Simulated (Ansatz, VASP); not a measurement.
Given: the input of a run of VASP 6.6.1 on TiC.

File INCAR:

```
PREC = Accurate ; ENCUT = 520
EDIFF = 1E-6 ; ISMEAR = 0
SIGMA = 0.012 ; LREAL = False
LASPH = True ; NELM = 60
ALGO = Normal ; ISIF = 2
LWAVE = False ; LCHARG = False
GGA = PE ; NBANDS = 15
```

KPOINTS

```
regular mesh
0
Gamma
  11 11 11
```

File POSCAR:

```
TiC
1.0
    0.0000000000      2.1657188437      2.1657188437
    2.1657188437      0.0000000000      2.1657188437
    2.1657188437      2.1657188437      0.0000000000
Ti C
1 1
Direct
    0.0000000000      0.0000000000      0.0000000000
    0.5000000000      0.5000000000      0.5000000000
```

Potentials or basis: VASP PAW PBE potentials, release 64 (Ti_sv, C).

Command:

```console
$ cat potpaw_PBE.64/Ti_sv/POTCAR potpaw_PBE.64/C/POTCAR > POTCAR
$ mpirun -np 1 vasp_std > vasp.out
```

Question: Translate it to Ansatz 0.2.0. Potentials there: Ansatz PAW.

Answer: As run (the cutoff follows the program's own potentials):

input.yaml

```yaml
crystal:
  lattice:
    - [0.0, 2.1657188437, 2.1657188437]
    - [2.1657188437, 0.0, 2.1657188437]
    - [2.1657188437, 2.1657188437, 0.0]
  atoms:
    - { symbol: Ti, position: [0.0, 0.0, 0.0] }
    - { symbol: C, position: [0.5, 0.5, 0.5] }
hamiltonian:
  xc: pbe
  pseudopotentials: { kind: paw }
kpoints:
  mp_grid: { grid: [11, 11, 11] }
scf:
  occupations: { method: gaussian, width: 0.012 }
output:
  forces: true
  stress: true
  eigenvalues: true
```

Potentials or basis: Ansatz PAW.

Launch:

```console
$ ansatz run input.yaml --threads 2 --pin off --max-ram 5632MiB --backend cpu --events-out ev --progress --plain --runs-dir out
```

Both were run:

|  | VASP | Ansatz | Ansatz less VASP |
| --- | --- | --- | --- |
| gap on the k mesh at the Fermi level (eV) | none | none | - |
| pressure (GPa) | 0.5 | 0.3 | -0.22 |

A gap of «none» marks a metal or a gap that the smearing closes.
